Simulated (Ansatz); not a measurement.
# BaTiO3 (P4mm) in Ansatz: a series of runs

One crystal, BaTiO3, is run at these levels: r2SCAN+U, PBE; tasks: relaxation of cell and atoms, single point.

Program: Ansatz 0.2.0. These are calculated values, not measurements. Logs are shortened: lines on timing, memory, paths and dates and some standing lists are left out, and cuts for length are marked.

## 1. The structure

Symmetry: P4mm, No. 99, tetragonal system. Conventional cell: a = 4.000 Å, b = 4.000 Å, c = 4.018 Å, α = 90.00°, β = 90.00°, γ = 90.00°. Ba (site symmetry 4mm) has 12 O at 2.79 to 2.88 Å as nearest neighbours. Ti (site symmetry 4mm) has 6 O at 1.89 to 2.13 Å as nearest neighbours. O (site symmetry 2mm) is surrounded by 2 Ti at 2.00 Å. O (site symmetry 4mm) has 2 Ti at 1.89 to 2.13 Å as nearest neighbours.

## 2. Relaxation of cell and atoms, r2SCAN+U

The input, input.yaml:

```yaml
crystal:
  lattice:
    - [3.9998, 0.0, 0.0]
    - [0.0, 3.9998, 0.0]
    - [0.0, 0.0, 4.018]
  atoms:
    - { symbol: Ba, position: [0.0, 0.0, 0.0] }
    - { symbol: Ti, position: [0.5, 0.5, 0.49] }
    - { symbol: O, position: [0.0, 0.5, 0.517] }
    - { symbol: O, position: [0.5, 0.0, 0.517] }
    - { symbol: O, position: [0.5, 0.5, 0.019] }
hamiltonian:
  xc: r2scan
  pseudopotentials: { kind: paw }
  hubbard: { sites: [{ species: Ti, l: d, u_eff: 5.0 }] }
kpoints:
  mp_grid: { grid: [7, 7, 7] }
scf:
  occupations: { method: fermi_dirac, width: 0.05 }
output:
  forces: true
  stress: true
  write_density: true
  write_potential: true
  elf: true
  volumetric_format: npy
relax:
  f_tol: 0.01
  max_steps: 40
  cell: { stress_tol: 0.05 }
```

Potentials or basis: Ansatz PAW.

Run with:

```sh
$ ansatz run input.yaml --threads 2 --pin off --max-ram 5120MiB --backend cpu --events-out ev --progress --plain --runs-dir out
```

What it wrote:

```text
Warning: RAYON_NUM_THREADS=2 ignored (pool sized by the plan → 2); use --threads N
Ba: projections on atomic orbitals take those of the free atom [Kr 4d10] 5s2 5p6 6s2, of charge +0.00 (hamiltonian.pseudopotentials.projection_atoms); the dataset's partial waves leave at most 9.7e-6 of an orbital's norm unspanned inside its sphere
Ti: projections on atomic orbitals take those of the free atom [Ne] 3s2 3p6 3d2 4s2, of charge +0.00 (hamiltonian.pseudopotentials.projection_atoms); the dataset's partial waves leave at most 4.1e-7 of an orbital's norm unspanned inside its sphere
O: projections on atomic orbitals take those of the free atom [He] 2s2 2p4, of charge +0.00 (hamiltonian.pseudopotentials.projection_atoms); the dataset's partial waves leave at most 1.9e-8 of an orbital's norm unspanned inside its sphere
Engine: ansatz 0.2.0, aarch64-unknown-linux-gnu
Pseudopotentials: kind: paw
Pseudopotential: Ba, paw, valence charge 10, recommended cutoff 500 eV (meta_gga), Ba.paw.azcp
Pseudopotential: Ti, paw, valence charge 12, recommended cutoff 500 eV (meta_gga), Ti.paw.azcp
Pseudopotential: O, paw, valence charge 6, recommended cutoff 500 eV (meta_gga), O.paw.azcp
Functional definition: r2SCAN
  parameter k0 = 0.174
  parameter k1 = 0.065
  parameter a1 = 4.9479
  exchange = r2scan_x(k0 = k0, k1 = k1, a1 = a1)
  correlation = r2scan_c
Crystal: 5 atoms, lattice volume = 64.282 Å³
Basis set: ecut = 500 eV, 1647 PW (Γ), exchange–correlation on 120×120×120 points (64 copies of the dense FFT grid, shifted against one another)
Bands: 25, of which v1, the nominal top of the filled ones, is band 20 counted from 1 (19 counted from 0)
Symmetry: 8 space group operations
Space group: P4mm (ITA 99), of the structure as read, at distance tolerance 4.0e-5 Å
k-points: 40 of 343 (time reversal used)
Non-local potential: Ba, projectors of the file, l = 0: 3, l = 1: 2, l = 2: 2, l = 3: 2
Non-local potential: Ti, projectors of the file, l = 0: 3, l = 1: 2, l = 2: 3, l = 3: 1
Non-local potential: O, projectors of the file, l = 0: 2, l = 1: 2, l = 2: 1
PAW form: soft (Blöchl's): semilocal exchange-correlation on the pseudo side does not see the compensation charge
PAW frozen core: Ba, regenerated for the run's functional (the file was generated under x = pbe(κ = 0.804, μ = 0.2195149727645171), c = pbe(β = 0.06672455060314922))
PAW frozen core: Ti, regenerated for the run's functional (the file was generated under x = pbe(κ = 0.804, μ = 0.2195149727645171), c = pbe(β = 0.06672455060314922))
PAW frozen core: O, regenerated for the run's functional (the file was generated under x = pbe(κ = 0.804, μ = 0.2195149727645171), c = pbe(β = 0.06672455060314922))
PAW one-centre angular grid: Ba, 302 points (default); XC on 160 Gauss nodes
PAW one-centre angular grid: Ti, 590 points (default); XC on 160 Gauss nodes
PAW one-centre angular grid: O, 302 points (default); XC on 160 Gauss nodes
[... 103 lines left out ...]
relax step   8: F+E_penalty+E_count = -10179.63404600 eV  Δ(F+E_penalty+E_count) = -9.338e-5 eV  max|allowed force component| = 1.204e-3 eV/Å  Δτ_max = 0.0000 Å  P = +0.003 GPa  Ω = 64.504 Å³  stress off target by 2.29e-2 GPa  SCF on the basis re-selected at this cell (its energy is not comparable with the rows above)  (4 SCF iters)
basis re-selected at this cell: Δ(F+E_penalty+E_count) = -9.338e-5 eV, ΔP = -0.002 GPa vs the last step (what re-selecting the basis moved, of the pressure what is left beyond the Pulay correction that the steps carried, after the strain that the cell walked since its last selection, with what the two solves' SCF thresholds leave and, on support functions, any second-order correction that the steps lacked; it is no measure of the basis error at this ecutwfc). This SCF's stress stands 2.29e-2 GPa from its target on what of the cell is left free (relax.cell.stress_tol is 5.00e-2 GPa) and its largest allowed force component is 1.20e-3 eV/Å (relax.f_tol is 1.00e-2 eV/Å): within both
SCF converged after 4 iterations
Free energy (F): -10179.634046 eV
Harris-Foulkes:  -10179.634046 eV  (|F-HF|=3.27e-11)
Internal energy: -10179.634046 eV  (E = F + TS)
E sigma→0 (E₀):  -10179.634046 eV
Fermi energy:    11.565085 eV
--- Per-component energies (eV) ---
  E_band       = -180.533823
  E_kinetic    = 972.973613
  E_local      = -2093.871395  (includes V_loc(G=0)·N_el)
  E_nonlocal   = 197.435287
  E_hartree    = 813.526693
  E_xc         = -475.758724
  E_vxc        = -604.717519  (∫ρ·V_xc dr)
  E_hubbard    = 3.978465  (on-site DFT+U / exact-exchange correction)
  E_vhub       = 2.825451  (the Hubbard potential's part of the band-sum identity)
  E_paw        = -6783.833567  (= ΣΔE_a)
  E_vpaw       = -318.947826  (= ΣTr[D̂ρ^β])
  E_aug_tail   = 0.003117  (compensation charges beyond the density's cutoff)
  E_vtau       = 36.712011  (kinetic-family band-sum trace: ∫τ·v_τ [+ j·A + Jᵃ·Aᵃ] dr)
  E_ewald      = -2813.808671
  E_core_change = -0.278864  (= ΣΔE_core)
  E_smearing   = -0.000000  (= −TS)
  E_closure    = 0.000000  (closes the sum)
  Σ components = -10179.634046   (vs F -10179.634046, Δ=0.00e0)
--- Forces (eV/Å), atoms counted from 1 ---
  atom   1  Ba     0.00000000    -0.00000000    -0.00044732
  atom   2  Ti    -0.00000000    -0.00000000     0.00117903
  atom   3  O      0.00000000     0.00000000     0.00019734
  atom   4  O     -0.00000000    -0.00000000     0.00019734
  atom   5  O     -0.00000000    -0.00000000    -0.00122278
  max |Σ_I F_I| component: 9.64e-5 eV/Å
--- Stress (GPa, compression-positive) ---
       -0.007316      -0.000000       0.000000
       -0.000000      -0.007316      -0.000000
        0.000000      -0.000000       0.022877
  P = ⅓ Tr σ = 0.0027 GPa (0.027 kbar)
--- Band table (eV; the first three rows and the last of 40) ---
  k-point 0: bands = ["-50.1413", "-25.2256", "-25.2094", "-25.2094", "-15.2591", "-7.7589", "-6.9988", "-6.9762", "-0.0494", "-0.0412", "-0.0412", "7.6226", "7.6389", "7.6389", "8.9389", "8.9389", "8.9669", "9.8893", "9.9155", "9.9155", "12.9782", "13.0294", "13.0294", "14.0697", "14.1070"]
  k-point 1: bands = ["-50.1412", "-25.2337", "-25.2090", "-25.2090", "-15.2359", "-7.7657", "-6.9980", "-6.9717", "-0.0065", "-0.0065", "0.0280", "7.2907", "7.5907", "7.5907", "8.7885", "8.7885", "8.8119", "9.4436", "9.8032", "9.8032", "12.9965", "13.3053", "13.3053", "14.0791", "14.6358"]
  k-point 2: bands = ["-50.1406", "-25.2520", "-25.2083", "-25.2083", "-15.1829", "-7.8293", "-6.9615", "-6.9406", "0.0739", "0.0739", "0.2004", "6.5805", "7.4326", "7.4326", "8.4986", "8.5588", "8.5588", "8.7180", "9.5680", "9.5680", "13.0386", "13.8699", "13.8699", "14.0949", "15.5287"]
  k-point 39: bands = ["-50.1392", "-25.2624", "-25.2486", "-25.2485", "-14.9869", "-6.9835", "-6.9045", "-6.8821", "-0.6343", "-0.6205", "-0.5266", "5.4953", "6.2633", "6.2678", "7.7488", "7.9182", "7.9201", "9.9608", "9.9856", "10.0612", "14.8026", "14.8062", "14.8262", "17.4398", "17.5882"]
Occupation matrices written to <dir>
--- Relaxed structure (7 steps of the walk, 5 accepted, 1 SCFs on fresh bases) ---
  F+E_penalty+E_count = -10179.63404600 eV   max|allowed force component| = 1.204e-3 eV/Å   (the final SCF, on the basis selected at the relaxed cell)
  cell:  # Å, volume = 64.5038 Å³
    - [4.004224375301257, -9.615088172865111e-34, 1.3321668323979157e-18]
    - [-9.615088172865111e-34, 4.004224375301257, -5.19214761334716e-33]
    - [1.3382284945684347e-18, -5.215773066260535e-33, 4.022983034449911]
  atoms:
    - { symbol: Ba, position: [8.351631303261389e-19, -2.6482860878368416e-35, 0.004279089583175426] }
    - { symbol: Ti, position: [0.5, 0.5, 0.49670015299656917] }
    - { symbol: O, position: [-9.705811965748375e-19, 0.5, 0.5120270746671164] }
    - { symbol: O, position: [0.5, 2.142704198340716e-34, 0.5120270746671164] }
    - { symbol: O, position: [0.5, 0.5, 0.017966608086022885] }
```

rho_z.tsv:

```text
# z_ang	rho[e/angstrom^3]
# format = ansatz-planar-average/11
# lattice	4.004224375	-0.000000000	0.000000000
# lattice	-0.000000000	4.004224375	-0.000000000
# lattice	0.000000000	-0.000000000	4.022983034
# sites	5
# site	56	0.000000000	-0.000000000	0.017214705
# site	22	2.002112188	2.002112188	1.998216289
# site	8	-0.000000000	2.002112188	2.059876235
# site	8	2.002112188	-0.000000000	2.059876235
# site	8	2.002112188	2.002112188	0.072279360
0.000000	7.405804e-1
0.134099	7.434853e-1
0.268199	6.923714e-1
0.402298	6.013268e-1
0.536398	4.931104e-1
0.670497	3.895473e-1
[... 22 lines left out ...]
3.754784	5.966805e-1
3.888884	6.857868e-1
```

It took 80 s on 2 threads of Arm Neoverse V1, shared host; peak memory 0.54 GiB.

What came out:

| Item | Value |
| --- | --- |
| Free energy | -10179.6340 eV |
| Relaxed volume | 12.90 Å³/atom |
| Relaxed cell | a = 4.004 Å, b = 4.004 Å, c = 4.023 Å, α = 90.00°, β = 90.00°, γ = 90.00° |
| Space group after relaxing (to 0.05 Å) | P4mm (No. 99) |
| Energy gained by relaxing | 1.3 meV/atom |
| Ionic steps | 6 |
| Pressure after relaxing | 0.0 GPa |
| Band gap on the k mesh | 2.92 eV, indirect (least direct gap 3.06 eV) |

Step by step:
| step | energy change (eV) | largest force (eV/Å) | volume (Å³) |
| --- | --- | --- | --- |
| 1 | 0.0000 | 0.1820 | 64.28 |
| 2 | -0.0047 | 0.1152 | 64.80 |
| 3 | -0.0054 | 0.0554 | 64.68 |
| 4 | -0.0061 | 0.0017 | 64.53 |
| 5 | -0.0062 | 0.0013 | 64.50 |
| 6 | -0.0063 | 0.0012 | 64.50 |

Final structure:
```
CELL_PARAMETERS angstrom
4.00422 0.00000 0.00000
0.00000 4.00422 0.00000
0.00000 0.00000 4.02298
ATOMIC_POSITIONS crystal
Ba 0.00000 0.00000 0.00428
Ti 0.50000 0.50000 0.49670
O 0.00000 0.50000 0.51203
O 0.50000 0.00000 0.51203
O 0.50000 0.50000 0.01797
```

Levels at points of the mesh, in eV from the valence-band top:
```
           k point  band 17  band 18  band 19  band 20  band 21  band 22  band 23  band 24
(0.00, 0.00, 0.00)    -1.09    -0.17    -0.15    -0.15     2.92     2.97     2.97     4.01
```

Eigenvalues of the final occupation matrices:
```csv
site,spin,trace,eigenvalues
site 1,1,1.03,0.15 0.15 0.15 0.28 0.28
```

Caveat: odd divisions of the mesh miss points on the zone boundary, where band edges often lie, so the gap on the mesh can be too wide; the plane-wave basis is chosen anew once the cell has moved, so the energies of steps on either side of that aren't comparable; spin-orbit coupling is left out, which moves the levels of the heavy elements; the PAW data sets come from PBE, with cores solved anew for the run's functional, which leaves a small shift of forces and pressure. Zero-point motion and thermal expansion aren't in these numbers.

## 3. Single point, PBE

The input, input.yaml:

```yaml
crystal:
  lattice:
    - [3.9998, 0.0, 0.0]
    - [0.0, 3.9998, 0.0]
    - [0.0, 0.0, 4.018]
  atoms:
    - { symbol: Ba, position: [0.0, 0.0, 0.0] }
    - { symbol: Ti, position: [0.5, 0.5, 0.49] }
    - { symbol: O, position: [0.0, 0.5, 0.517] }
    - { symbol: O, position: [0.5, 0.0, 0.517] }
    - { symbol: O, position: [0.5, 0.5, 0.019] }
hamiltonian:
  xc: pbe
  pseudopotentials: { kind: paw }
kpoints:
  mp_grid: { grid: [7, 7, 7] }
scf:
  occupations: { method: fermi_dirac, width: 0.05 }
basis:
  ecutwfc: "600 eV"
output:
  forces: true
  stress: true
  eigenvalues: true
```

Potentials or basis: Ansatz PAW.

Run with:

```sh
$ ansatz run input.yaml --threads 2 --pin off --max-ram 5120MiB --backend cpu --events-out ev --progress --plain --runs-dir out
```

Run time: 5.8 s. Hardware: 2 threads of Arm Neoverse V1, shared host; peak memory 0.39 GiB.

The run converged. Its results:

| Item | Value |
| --- | --- |
| Free energy | -10159.5966 eV |
| Pressure | 2.4 GPa |
| Largest force | 0.311 eV/Å |
| Band gap on the k mesh | 1.93 eV, indirect (least direct gap 2.09 eV) |

Forces on the atoms (eV/Å):
```
Ba   0.000  0.000  0.042
Ti   0.000  0.000 -0.149
O    0.000  0.000 -0.102
O    0.000  0.000 -0.102
O    0.000  0.000  0.311
```

Stress tensor (GPa, compression positive):
```
2.14 0.00 0.00
0.00 2.14 0.00
0.00 0.00 3.02
```

Levels at points of the mesh, in eV from the valence-band top:
```tsv
k point	band 17	band 18	band 19	band 20	band 21	band 22	band 23	band 24
(0.00, 0.00, 0.00)	-1.06	-0.17	-0.16	-0.16	1.93	2.14	2.14	4.12
```

Caveat: odd divisions of the mesh miss points on the zone boundary, where band edges often lie, so the gap on the mesh can be too wide; spin-orbit coupling is left out, which moves the levels of the heavy elements. Expect the measured gap to be larger: semilocal functionals such as PBE lack the derivative discontinuity.
